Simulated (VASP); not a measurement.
# PbSe (Clausthalite): relaxation of cell and atoms with PBEsol

PbSe (Clausthalite):

```
Pb Se
1.0
     0.00000    3.06065    3.06065
     3.06065    0.00000    3.06065
     3.06065    3.06065    0.00000
Pb Se
1 1
Direct
  0.00000 0.00000 0.00000
  0.50000 0.50000 0.50000
```

```
Program                : VASP 6.6.1
Task                   : relaxation of cell and atoms
Functional             : PBEsol
Potentials or basis    : VASP PAW PBE potentials, release 64 (Pb_d, Se)
Cutoff                 : 600 eV
k mesh                 : 8 × 8 × 8
Occupations            : gaussian, width 0.03 eV
Spin                   : no spin polarisation
Further INCAR settings : ALGO = Normal; EDIFF = 1e-06; IBRION = 2; EDIFFG = -0.01; NSW = 90; ISIF = 3
```

```
Relaxed volume                         : 28.43 Å³/atom
Relaxed cell                           : a = 4.316 Å, b = 4.316 Å, c = 4.316 Å, α = 60.00°, β = 60.00°, γ = 60.00°
Space group after relaxing (to 0.05 Å) : Fm-3m (No. 225)
Energy gained by relaxing              : 0.3 meV/atom
Ionic steps                            : 3
Pressure after relaxing                : 0.0 GPa
Band gap on the k mesh                 : 0.17 eV, direct
```

Step by step:
```csv
step,energy change (eV),largest force (eV/Å),pressure (GPa),volume (Å³)
1,0.0000,0.0000,-0.46,57.34
2,-0.0006,0.0000,0.19,56.66
3,-0.0007,0.0000,0.00,56.86
```

Final structure:
```
Pb Se
1.0
     0.00000    3.05199    3.05199
     3.05199    0.00000    3.05199
     3.05199    3.05199    0.00000
Pb Se
1 1
Direct
  0.00000 0.00000 0.00000
  0.50000 0.50000 0.50000
```

Levels at points of the mesh, in eV from the valence-band top:
```tsv
k point	band 8	band 9	band 10	band 11	band 12	band 13
(0.00, 0.00, 0.00)	-1.92	-1.92	-1.92	4.69	4.69	4.69
(0.50, 0.00, 0.00)	-1.50	-1.50	0.00	0.17	1.63	1.63
(0.50, 0.50, 0.00)	-5.10	-3.31	-3.31	3.54	5.61	5.61
```

It took 33 s on 1 thread of AMD EPYC 9R45 96-Core Processor (Zen 5) (shared host), peak memory 0.19 GiB.

Caveat: the PAW data sets were made with another functional, which shifts forces and pressure a little; spin-orbit coupling is left out, which as a rule narrows the gap of such compounds by several tenths of an eV. A k mesh can miss the band edges.
